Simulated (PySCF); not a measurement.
**Isomers of C5H12: computed energies against enthalpies of formation**

**What was measured.**

From CRC Handbook of Chemistry and Physics, for the gas at 298.15 K: enthalpy of formation of `CC(C)(C)C` (neopentane) -168 kJ/mol; enthalpy of formation of `CCC(C)C` (isopentane) -153.6 kJ/mol; enthalpy of formation of `CCCCC` (pentane) -146.9 kJ/mol.

The runs below try to reproduce these values; the comparison stands at the end.

Differences of these values give the isomerisation enthalpies. Geometries: GFN2-xTB; runs in PySCF, gas phase, with a dispersion term only where the level names one. Total electronic energies (Eh):

| SMILES | PBE0/pcSseg-1 |
| --- | --- |
| CC(C)(C)C | -197.49206 |
| CCC(C)C | -197.48863 |
| CCCCC | -197.48825 |

Zero-point and thermal terms are left out, so the computed numbers are electronic energies.

## Comparison

Relative to `CC(C)(C)C`, the lowest by measurement, in kJ/mol (measured: enthalpies at 298.15 K; computed: electronic energies):

```csv
SMILES,measured,PBE0/pcSseg-1
CC(C)(C)C,0.0,0.0
CCC(C)C,14.4,9.0
CCCCC,21.1,10.0
```

Measured values: -168 kJ/mol (298.15 K; CRC Handbook of Chemistry and Physics) for the first row; the others come from the same table. Mean unsigned miss over the other isomers: PBE0/pcSseg-1 8.2 kJ/mol. One conformer stands for `CCC(C)C` and `CCCCC`, not necessarily the lowest, while the measurement averages over conformers. Where a level misses, the cause wasn't examined.
